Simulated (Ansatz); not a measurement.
# Mg3Sb2: the cost of one run

Computed with Ansatz 0.2.0 (DFT PBEsol, scalar-relativistic, plane waves, PAW).

1 further run of the same task is left out (set aside as unsound or not needed).

## Step 1: Starting point

Symmetry: P-3m1, No. 164, trigonal system. The conventional cell has a = 4.595 Å, b = 4.595 Å, c = 7.273 Å, α = 90.00°, β = 90.00°, γ = 120.00°. Mg (site symmetry 3m) is surrounded by 4 Sb at 2.85 to 2.96 Å. Around Mg (site symmetry -3m) lie 6 Sb at 3.12 Å. Sb (site symmetry 3m) is surrounded by 7 Mg at 2.85 to 3.12 Å.

Coordinates:

```
CELL_PARAMETERS angstrom
4.59524 0.00000 0.00000
-2.29762 3.97960 0.00000
0.00000 0.00000 7.27304
ATOMIC_POSITIONS crystal
Mg 0.33333 0.66667 0.63222
Mg 0.66667 0.33333 0.36778
Mg 0.00000 0.00000 0.00000
Sb 0.33333 0.66667 0.22572
Sb 0.66667 0.33333 0.77428
```

It is the result of an earlier relaxation at this level (volume 26.60 Å³/atom; gap on the mesh: 0.12 eV).

## Step 2: Relaxing with PBEsol

Contents of input.yaml:

```yaml
crystal:
  lattice:
    - [4.5952433795, 0.0, 0.0]
    - [-2.2976216898, 3.9795975032, 0.0]
    - [0.0, 0.0, 7.2730418868]
  atoms:
    - { symbol: Mg, position: [0.3333333333, 0.6666666667, 0.6322157793] }
    - { symbol: Mg, position: [0.6666666667, 0.3333333333, 0.3677842207] }
    - { symbol: Mg, position: [0.0, 0.0, 0.0] }
    - { symbol: Sb, position: [0.3333333333, 0.6666666667, 0.2257195762] }
    - { symbol: Sb, position: [0.6666666667, 0.3333333333, 0.7742804238] }
basis:
  ecutwfc: 420
kpoints:
  mp_grid: { grid: [9, 9, 6] }
hamiltonian:
  xc: pbesol
scf:
  occupations: { method: gaussian, width: 0.01 }
output:
  forces: true
  stress: true
  eigenvalues: true
  write_density: true
  write_potential: true
  elf: true
  volumetric_format: npy
relax:
  adjacent_minimum: "off"
  f_tol: 0.005
  max_steps: 50
  cell: { stress_tol: 0.05 }
```

Started as:

```console
> ansatz run input.yaml --threads 2 --pin off --max-ram 5120MiB --backend cpu --events-out ev --progress --plain --runs-dir out
```

What time and memory should one allow on 2 threads of Intel Xeon at 2.50GHz (Skylake/Cascade Lake), shared host?

About 61 s, with a peak of 0.58 GiB.
